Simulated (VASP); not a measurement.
MgTe, 4 atoms in the cell. It takes space group P6_3mc (No. 186, hexagonal). The conventional cell has a = 4.540 Å, b = 4.540 Å, c = 7.395 Å, α = 90.00°, β = 90.00°, γ = 120.00°. Mg (site symmetry 3m) is surrounded by 4 Te at 2.74 to 2.79 Å. Te (site symmetry 3m) is surrounded by 4 Mg at 2.74 to 2.79 Å. 

* Program: VASP 6.6.1
* Task: relaxation of cell and atoms
* Functional: PBE
* Potentials or basis: VASP PAW PBE potentials, release 64 (Mg, Te)
* Cutoff: 600 eV
* k mesh: 6 × 6 × 4
* Occupations: gaussian, width 0.02 eV
* Spin: no spin polarisation
* Dipole correction: no
* Further INCAR settings: ALGO = Normal; EDIFF = 1e-06; IBRION = 2; EDIFFG = -0.005; NSW = 100; ISIF = 3

Potentials or basis: VASP PAW PBE potentials, release 64 (Mg, Te).

Launch:

```console
$ cat potpaw_PBE.64/Mg/POTCAR potpaw_PBE.64/Te/POTCAR > POTCAR
$ mpirun -np 1 vasp_std > vasp.out
```

Hardware: 1 thread of Intel(R) Xeon(R) Platinum 8488C (Sapphire Rapids) (shared host).

Task: How long does it take, and how much memory?

Result: Wall time 120 s on 1 thread of Intel(R) Xeon(R) Platinum 8488C (Sapphire Rapids), on a shared host, peak memory 0.3 GiB. Counts: scf iterations 54, k points 21, ion steps 8.
